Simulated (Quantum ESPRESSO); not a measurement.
# Ag under changes of volume

One of the cells (17.048 Å³/atom); the others are scaled copies at fixed shape and fractional positions:

```
Ag
1.0
     0.00000    2.04275    2.04275
     2.04275    0.00000    2.04275
     2.04275    2.04275    0.00000
Ag
1
Direct
  0.00000 0.00000 0.00000
```

```yaml
Program: Quantum ESPRESSO 7.5
Functional: PBE
Potentials_or_basis: SSSP 1.3 efficiency PBE
Cutoff: 816 eV
Density_cutoff: 3265 eV
k_mesh: 11 × 11 × 11
Occupations: fermi-dirac, width 0.05 eV
Spin: no spin polarisation
```

| volume (Å³/atom) | energy over the lowest point (meV/atom) | pressure (GPa) |
| --- | --- | --- |
| 16.025 | 60.57 | 12.8 |
| 16.366 | 37.08 | 9.5 |
| 16.707 | 20.05 | 6.7 |
| 17.048 | 8.67 | 4.2 |
| 17.389 | ? | ? |
| 17.730 | 0.00 | 0.2 |
| 18.071 | 1.45 | -1.4 |

Q: What does the run at 17.389 Å³/atom give?

A: Energy over the lowest point 2.21 meV/atom; pressure 2.1 GPa.

Worked out: A Birch-Murnaghan fit of order 3 (a polynomial in V^(-2/3)) to the other rows has its minimum at 17.76 Å³/atom with B0 = V·E''(V) = 89 GPa and B' = 6.5. It gives 2.21 meV/atom at 17.389 Å³/atom, against the run's 2.21, and -dE/dV = 2.0 GPa, against 2.1.

Energies are extrapolated to zero smearing.
